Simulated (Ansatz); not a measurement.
**KCl (Sylvite) under changes of volume**

One of the cells (31.151 Å³/atom); the others are scaled copies at fixed shape and fractional positions:

```xyz
2
Lattice="0.0000 3.1465 3.1465 3.1465 0.0000 3.1465 3.1465 3.1465 0.0000" Properties=species:S:1:pos:R:3 pbc="T T T"
K     0.0000    0.0000    0.0000
Cl    3.1465    3.1465    3.1465
```

```yaml
Program: Ansatz 0.2.0
Functional: PBEsol
Potentials_or_basis: all-electron LAPW, scalar-relativistic
Cutoff: 140 eV (chosen from the basis error)
Basis_error_allowed: 0.001 eV/atom
k_mesh: 7 × 7 × 7
Occupations: fermi-dirac, width 0.05 eV
Spin: no spin polarisation
```

```tsv
volume (Å³/atom)	energy over the lowest point (meV/atom)	pressure (GPa)	gap on the mesh (eV)
29.282	2.64	0.8	5.23
29.905	0.51	0.3	5.16
30.528	0.00	-0.1	5.09
31.151	?	?	?
31.774	3.14	-0.7	4.96
32.397	6.48	-1.0	4.91
33.020	10.81	-1.2	4.85
```

Task: What does the run at 31.151 Å³/atom give?

Result: Energy over the lowest point 0.93 meV/atom; pressure -0.4 GPa; gap on the mesh 5.03 eV.

Worked out: A Birch-Murnaghan fit of order 3 (a polynomial in V^(-2/3)) to the other rows has its minimum at 30.42 Å³/atom with B0 = V·E''(V) = 18.4 GPa and B' = 4.9. It gives 0.93 meV/atom at 31.151 Å³/atom, against the run's 0.93, and -dE/dV = -0.4 GPa, against -0.4. A straight line through the other rows of the gap, of slope -3.16 eV per unit of ln V (its deformation potential), gives 5.03 eV, against the run's 5.03.

Energies are extrapolated to zero smearing.

Caveats: an odd mesh through Γ misses points on the zone boundary, where band edges often lie (some runs).

The runs don't all hold the same shells in valence.
